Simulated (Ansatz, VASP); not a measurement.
# NaH: VASP beside Ansatz

```
CELL_PARAMETERS angstrom
0.04880 2.46440 2.46440
2.46440 0.04880 2.46440
2.46440 2.46440 0.04880
ATOMIC_POSITIONS crystal
Na 0.00000 0.00000 0.00000
H 0.50000 0.50000 0.50000
```

Change from the starting cell: equal xy, yz and zx shear strains of +2 %, crystal datasets.

Alike in both runs: task electric field gradients; functional PBEsol; k mesh 9 × 9 × 9; occupations fermi-dirac, width 0.03 eV; no spin polarisation.

|  | VASP | Ansatz |
| --- | --- | --- |
| version | VASP 6.6.1 | Ansatz 0.2.0 |
| potentials or method | VASP PAW PBE potentials, release 64 (Na_pv, H), cutoff 520 eV | all-electron PAW with datasets made for the crystal, scalar-relativistic |

|  | VASP | Ansatz | Ansatz less VASP |
| --- | --- | --- | --- |
| gap on the k mesh at the Fermi level (eV) | 3.63 | 3.63 | +0.003 |
| pressure (GPa) | -1.2 | -1.2 | +0.01 |
| largest component of the traceless stress (GPa) | 0.45 | 0.45 | -0.001 |
| Vzz of the field gradient on the site that differs most (V/Å²) | -1.1 | -1.1 | +0.03 |

Ansatz ran all-electron here, so the differences hold the error of VASP's frozen core and of both bases.

Caveats: the PAW data sets were made with another functional, which shifts forces and pressure a little (VASP); an odd mesh through Γ misses points on the zone boundary, where band edges often lie.
